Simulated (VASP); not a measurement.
**Ge (strained diamond): a r²SCAN single-point calculation in VASP**

INCAR

```
LREAL = .FALSE.
METAGGA = R2SCAN
ISIF = 2
LELF = .TRUE.
SIGMA = 0.02
NSW = 0
EDIFF = 1E-7
NBANDS = 21
LWAVE = .FALSE.
NELM = 120
ENCUT = 520
LCHARG = .TRUE.
LASPH = .TRUE.
ALGO = Normal
IBRION = -1
ISMEAR = -1
PREC = Accurate
```

KPOINTS

```
KPOINTS created by Atomic Simulation Environment
0
Gamma
8 8 8
0 0 0
```

KPOINTS_OPT

```
special points
7
Reciprocal
0.0000000000 0.0000000000 0.0000000000 1
0.5000000000 0.0000000000 0.5000000000 1
0.6250000000 0.2500000000 0.6250000000 1
0.3750000000 0.3750000000 0.7500000000 1
0.5000000000 0.5000000000 0.5000000000 1
0.5000000000 0.2500000000 0.7500000000 1
0.0000000000 0.0000000000 0.5000000000 1
```

POSCAR

```
Ge
 1.0000000000000000
     0.0000000000000000    2.8368735120999999    2.7233985716000002
     2.8368735120999999    0.0000000000000000    2.7233985716000002
     2.8368735120999999    2.8368735120999999    0.0000000000000000
 Ge
   2
Cartesian
  0.0000000000000000  0.0000000000000000  0.0000000000000000
  1.4184367560500000  1.4184367560500000  1.3616992858000001
```

VASP ran with the recommended PBE PAW datasets (28 valence electrons in the cell).

Command

```
mpirun -np 1 vasp_std
```

From OUTCAR

```
k-points           NKPTS =     59   k-points in BZ     NKDIM =     59   number of bands    NBANDS=     21

   NELECT =      28.0000    total number of electrons

   dimension x,y,z NGX =    30 NGY =   30 NGZ =   30
   dimension x,y,z NGXF=    60 NGYF=   60 NGZF=   60

  energy-cutoff  :      520.00
  volume of cell :       43.84
      direct lattice vectors                 reciprocal lattice vectors
     0.000000000  2.836873512  2.723398572    -0.176250368  0.176250368  0.183594133
     2.836873512  0.000000000  2.723398572     0.176250368 -0.176250368  0.183594133
     2.836873512  2.836873512  0.000000000     0.176250368  0.176250368 -0.183594133

 k-points in reciprocal lattice and weights: KPOINTS created by Atomic Simulation Env
   0.00000000  0.00000000  0.00000000       0.002
   0.12500000 -0.00000000  0.00000000       0.016
   0.25000000 -0.00000000  0.00000000       0.016
   0.37500000 -0.00000000  0.00000000       0.016
   0.50000000 -0.00000000  0.00000000       0.008
   0.12500000  0.12500000  0.00000000       0.004
   0.25000000  0.12500000  0.00000000       0.016
   0.37500000  0.12500000  0.00000000       0.016
   ...

 E-fermi :   5.4590

 k-point     1 :       0.0000    0.0000    0.0000
  band No.  band energies     occupation
      1     -20.4251      2.00000
      2     -20.4123      2.00000
      3     -20.4122      2.00000
      4     -20.3777      2.00000
      5     -20.3714      2.00000
      6     -20.1456      2.00000
      7     -20.1455      2.00000
      8     -20.1271      2.00000
      9     -20.1222      2.00000
     10     -20.1099      2.00000
     11      -8.4345      2.00000
     12       5.0195      2.00000
     13       5.0196      2.00000
     14       5.3460      1.99299
     15       5.8323      0.00000
     16       7.7120      0.00000
     17       7.9359      0.00000
     18       7.9360      0.00000
     19      12.2912      0.00000
     20      14.7266      0.00000
     21      15.4984      0.00000

 k-point     2 :       0.1250   -0.0000    0.0000
  band No.  band energies     occupation
      1     -20.4310      2.00000
      2     -20.4216      2.00000
      3     -20.4131      2.00000
      4     -20.3636      2.00000
      5     -20.3588      2.00000
      6     -20.1549      2.00000
      7     -20.1524      2.00000
      8     -20.1372      2.00000
      9     -20.1075      2.00000
     10     -20.1056      2.00000
     11      -8.2284      2.00000
     12       2.8077      2.00000
     13       4.6394      2.00000
     14       4.8846      2.00000
     15       6.5889      0.00000
     16       8.2632      0.00000
     17       8.4074      0.00000
     18       9.0585      0.00000
     19      13.2232      0.00000
     20      13.9463      0.00000
     21      14.4498      0.00000

 k-point     3 :       0.2500   -0.0000    0.0000
  band No.  band energies     occupation
      1     -20.4422      2.00000
      2     -20.4319      2.00000
      3     -20.4077      2.00000
      4     -20.3432      2.00000
      5     -20.3395      2.00000
      6     -20.1699      2.00000
      7     -20.1628      2.00000
      8     -20.1464      2.00000
      9     -20.1002      2.00000
     10     -20.0940      2.00000
     11      -7.6296      2.00000
     12       0.2390      2.00000
     13       4.0101      2.00000
     14       4.3147      2.00000
     15       6.1627      0.00000
     16       9.0069      0.00000
     17       9.0498      0.00000
     18      11.4296      0.00000
     19      13.6894      0.00000
     20      13.9066      0.00000
     21      14.2616      0.00000

 k-point     4 :       0.3750   -0.0000    0.0000
  band No.  band energies     occupation
      1     -20.4488      2.00000
      2     -20.4360      2.00000
      3     -20.4012      2.00000
      4     -20.3309      2.00000
      5     -20.3282      2.00000
      6     -20.1785      2.00000
      7     -20.1672      2.00000
      8     -20.1542      2.00000
      9     -20.0988      2.00000
     10     -20.0864      2.00000
     11      -6.7482      2.00000
     12      -1.8854      2.00000
     13       3.5588      2.00000
     14       3.9190      2.00000
     15       5.7814      0.00000
     16       9.0720      0.00000
     17       9.3182      0.00000
     18      12.9788      0.00000
     19      14.2178      0.00000
     20      15.2846      0.00000
     21      15.3969      0.00000

 k-point     5 :       0.5000   -0.0000    0.0000
  band No.  band energies     occupation
      1     -20.4506      2.00000
      2     -20.4367      2.00000
      3     -20.3984      2.00000
      4     -20.3277      2.00000
      5     -20.3252      2.00000
      6     -20.1808      2.00000
      7     -20.1673      2.00000
      8     -20.1571      2.00000
      9     -20.0991      2.00000
     10     -20.0841      2.00000
     11      -6.1553      2.00000
     12      -2.9003      2.00000
     13       3.4007      2.00000
     14       3.7826      2.00000
     15       5.6456      0.00018
     16       9.0092      0.00000
     17       9.3143      0.00000
     18      12.8308      0.00000
     19      16.3829      0.00000
     20      17.1863      0.00000
     21      17.2599      0.00000

 k-point     6 :       0.1250    0.1250    0.0000
  band No.  band energies     occupation
      1     -20.4281      2.00000
      2     -20.4177      2.00000
      3     -20.4177      2.00000
      4     -20.3668      2.00000
      5     -20.3501      2.00000
      6     -20.1675      2.00000
      7     -20.1362      2.00000
      8     -20.1362      2.00000
      9     -20.1195      2.00000
     10     -20.1049      2.00000
     11      -8.1465      2.00000
     12       2.9890      2.00000
     13       4.0560      2.00000
     14       4.0561      2.00000
     15       7.0183      0.00000
     16       7.9863      0.00000
     17       9.2236      0.00000
     18       9.2237      0.00000
     19      13.4989      0.00000
     20      13.6330      0.00000
     21      15.0270      0.00000

 k-point     7 :       0.2500    0.1250    0.0000
  band No.  band energies     occupation
      1     -20.4399      2.00000
      2     -20.4259      2.00000
      3     -20.4098      2.00000
      4     -20.3498      2.00000
      5     -20.3291      2.00000
      6     -20.1903      2.00000
      7     -20.1432      2.00000
      8     -20.1397      2.00000
      9     -20.1154      2.00000
     10     -20.0951      2.00000
     11      -7.6626      2.00000
     12       0.9027      2.00000
     13       3.4196      2.00000
     14       3.5521      2.00000
     15       7.1086      0.00000
     16       8.1427      0.00000
     17      10.0618      0.00000
     18      10.5564      0.00000
     19      13.3552      0.00000
     20      14.9052      0.00000
     21      15.0665      0.00000

 k-point     8 :       0.3750    0.1250    0.0000
  band No.  band energies     occupation
      1     -20.4537      2.00000
      2     -20.4334      2.00000
      3     -20.3933      2.00000
      4     -20.3318      2.00000
      5     -20.3155      2.00000
      6     -20.1996      2.00000
      7     -20.1588      2.00000
      8     -20.1583      2.00000
      9     -20.1053      2.00000
     10     -20.0810      2.00000
     11      -6.8432      2.00000
     12      -1.2851      2.00000
     13       2.9398      2.00000
     14       3.0458      2.00000
     15       6.9611      0.00000
     16       8.8135      0.00000
     17      10.1294      0.00000
     18      11.1242      0.00000
     19      14.7603      0.00000
     20      15.4677      0.00000
     21      16.2697      0.00000

 k-point     9 :       0.5000    0.1250    0.0000
  band No.  band energies     occupation
      1     -20.4611      2.00000
      2     -20.4389      2.00000
      3     -20.3810      2.00000
      4     -20.3181      2.00000
      5     -20.3168      2.00000
      6     -20.1901      2.00000
      7     -20.1759      2.00000
      8     -20.1745      2.00000
      9     -20.0963      2.00000
     10     -20.0732      2.00000
     11      -6.0352      2.00000
     12      -2.7449      2.00000
     13       2.4919      2.00000
     14       3.0186      2.00000
     15       6.7291      0.00000
     16       9.1455      0.00000
     17       9.8079      0.00000
     18      12.6393      0.00000
     19      14.7516      0.00000
     20      17.1033      0.00000
     21      17.3270      0.00000

 ...

  Total        0.5933033      0.5933033      1.4739290      0.0000000      0.0000000      0.0000000
  in kB       21.6853396     21.6853396     53.8723610      0.0000000      0.0000000      0.0000000
  external PRESSURE =      32.4143467 kB  Pullay stress =       0.0000000 kB

 POSITION                                       TOTAL-FORCE (eV/Angst)
 -----------------------------------------------------------------------------------
      0.00000      0.00000      0.00000         0.000000     -0.000000      0.000000
      1.41844      1.41844      1.36170        -0.000000      0.000000      0.000000
 -----------------------------------------------------------------------------------
    total drift:                                0.000000      0.000000      0.000000

  FREE ENERGIE OF THE ION-ELECTRON SYSTEM (eV)
  ---------------------------------------------------
  free  energy   TOTEN  =       -27.7047083949 eV

  energy  without entropy=      -27.7047044500  energy(sigma->0) =      -27.70470642
```

The gap between bands v and c is 0.24 eV. The least direct gap is 0.49 eV and the pressure is 3.2 GPa.

Band v is the last that the valence electrons fill when counted band by band, and c is the next.

The run took about 3.3 min on one core of a shared host (Intel Xeon Platinum 8488C) and held 0.2 GiB at most.
